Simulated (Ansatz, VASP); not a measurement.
## Two plane-wave programs on Mo

```
Mo
1.0
    -1.57175    1.57175    1.57175
     1.57175   -1.57175    1.57175
     1.57175    1.57175   -1.57175
Mo
1
Direct
  0.00000 0.00000 0.00000
```

Alike in both runs: functional r2SCAN; dispersion rVV10; k mesh 18 × 18 × 18; occupations gaussian, width 0.1 eV; no spin polarisation.

Ansatz relaxed the structure, and its values are those at the end. VASP's run is a single point on that final structure, the one shown.

|  | VASP | Ansatz |
| --- | --- | --- |
| version | VASP 6.6.1 | Ansatz 0.2.0 |
| potentials or method | VASP PAW PBE potentials, release 64 (Mo_sv) | scalar-relativistic, plane waves, PAW |
| plane-wave cutoff (eV) | 520 | 500 |
| valence electrons in the cell | 14 | 14 |

|  | VASP | Ansatz | Ansatz less VASP |
| --- | --- | --- | --- |
| gap on the k mesh at the Fermi level (eV) | none | none | - |
| pressure (GPa) | 1.4 | 0.0 | -1.39 |

A gap of «none» marks a metal or a gap that the smearing closes.

Caveats: the PAW data sets were made with another functional, which shifts forces and pressure a little (VASP).
